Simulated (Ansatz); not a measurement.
**In under changes of volume**

One of the cells (26.144 Å³/atom); the others are scaled copies at fixed shape and fractional positions:

```xyz
1
Lattice="-1.6255 1.6255 2.4737 1.6255 -1.6255 2.4737 1.6255 1.6255 -2.4737" Properties=species:S:1:pos:R:3 pbc="T T T"
In    0.0000    0.0000    0.0000
```

| Quantity | Value |
| --- | --- |
| Program | Ansatz 0.2.0 |
| Functional | RPBE-LYP |
| Potentials or basis | all-electron LAPW, inner shells corrected to Dirac's equation |
| Cutoff | 194 eV (chosen from the basis error) |
| Basis error allowed | 0.0005 eV/atom |
| k mesh | 11 × 11 × 11 |
| Occupations | methfessel-paxton, width 0.05 eV |
| Spin | collinear spin, random start |
| Starting moments | [-0.36] μB |

```csv
volume (Å³/atom),energy over the lowest point (meV/atom),pressure (GPa)
24.575,159.28,11.8
25.098,123.09,10.4
25.621,91.39,9.1
26.144,63.74,7.9
26.666,?,?
27.189,18.38,6.0
27.712,0.00,5.2
```

**Question.** What does the run at 26.666 Å³/atom give?

**Answer.** Energy over the lowest point 39.53 meV/atom; pressure 6.9 GPa.

Worked out: A Birch-Murnaghan fit of order 3 (a polynomial in V^(-2/3)) to the other rows has no minimum within the range. It gives 39.54 meV/atom at 26.666 Å³/atom, against the run's 39.53, and -dE/dV = 6.9 GPa, against 6.9.

Energies are extrapolated to zero smearing.

Caveats: the starting moments weren't kept.
